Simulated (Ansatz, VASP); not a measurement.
BN in VASP and in Ansatz

```
B N
1.0
     0.00000    1.66796    1.74048
     1.66796    0.00000    1.74048
     1.66796    1.66796    0.00000
B N
1 1
Direct
  0.00000 0.00000 0.00000
  0.75000 0.75000 0.75000
```

Change from the starting cell: strain -0.080 along x and y, -0.040 along z, atoms carried along.

Alike in both runs: task single point; functional PBE; k mesh 12 × 12 × 12; occupations gaussian, width 0.05 eV; no spin polarisation.

```csv
,VASP,Ansatz
version,VASP 6.6.1,Ansatz 0.2.0
potentials or method,"VASP PAW PBE potentials, release 64 (B, N)","scalar-relativistic, plane waves, PAW"
plane-wave cutoff (eV),520,420
valence electrons in the cell,8,8
```

Ansatz gave:

| Item | Value |
| --- | --- |
| gap on the k mesh at the Fermi level (eV) | 4.21 |
| least direct gap on the mesh (eV) | 9.53 |
| pressure (GPa) | 111.6 |
| largest component of the traceless stress (GPa) | 22.14 |

Q: Estimate VASP's values.

A: gap on the k mesh at the Fermi level (eV): 4.18; least direct gap on the mesh (eV): 9.51; pressure (GPa): 112.5; largest component of the traceless stress (GPa): 22.12.

Caveats: the cell as given lies far from equilibrium; so large a pressure means that the cell lies far from this level's equilibrium, or that cutoff or potentials fall short (VASP). A k mesh can miss the band edges.
